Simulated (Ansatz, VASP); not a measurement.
**Pt in VASP and in Ansatz**

File INCAR:

```
SYSTEM = Pt
PREC = Accurate
ENCUT = 520
EDIFF = 1E-6
ISMEAR = 0
SIGMA = 0.15
LREAL = .FALSE.
LASPH = .TRUE.
NELM = 60
ALGO = Fast
ISIF = 2
LWAVE = .FALSE.
LCHARG = .FALSE.
GGA = PS
NBANDS = 11
```

Contents of KPOINTS:

```
Automatic mesh
0
G
  22 22 22
  0 0 0
```

Contents of POSCAR:

```
Pt
1.0
   -1.5604567000      1.5604567000      1.6079833000
    1.5604567000     -1.5604567000      1.6079833000
    1.5604567000      1.5604567000     -1.6079833000
Pt
1
Direct
    0.0000000000      0.0000000000      0.0000000000
```

Input for Ansatz:

```yaml
crystal:
  lattice:
    - [-1.5604567, 1.5604567, 1.6079833]
    - [1.5604567, -1.5604567, 1.6079833]
    - [1.5604567, 1.5604567, -1.6079833]
  atoms:
    - { symbol: Pt, position: [0.0, 0.0, 0.0] }
basis:
  ecutwfc: 420
kpoints:
  mp_grid: { grid: [22, 22, 22] }
hamiltonian:
  xc: pbesol
scf:
  occupations: { method: gaussian, width: 0.15 }
output:
  forces: true
  stress: true
  eigenvalues: true
```

Change from the starting cell: strain -0.015 along x and y, +0.015 along z, atoms carried along.

Alike in both runs: task single point; functional PBEsol; k mesh 22 × 22 × 22; occupations gaussian, width 0.15 eV; no spin polarisation.

|  | VASP | Ansatz |
| --- | --- | --- |
| version | VASP 6.6.1 | Ansatz 0.2.0 |
| potentials or method | VASP PAW PBE potentials, release 64 (Pt) | scalar-relativistic, plane waves, PAW |
| plane-wave cutoff (eV) | 520 | 420 |
| valence electrons in the cell | 10 | 18 |

VASP gave:

```
gap on the k mesh at the Fermi level (eV)       : none
pressure (GPa)                                  : -7.9
largest component of the traceless stress (GPa) : 1.90
```

Problem. Which values does Ansatz return?

Solution. gap on the k mesh at the Fermi level (eV): none; pressure (GPa): -7.5; largest component of the traceless stress (GPa): 1.90.

A gap of «none» marks a metal or a gap that the smearing closes. The two sets of potentials don't hold the same shells in valence.

Caveats: the PAW data sets were made with another functional, which shifts forces and pressure a little (VASP). Spin-orbit coupling is left out, which matters for the levels of Pt.
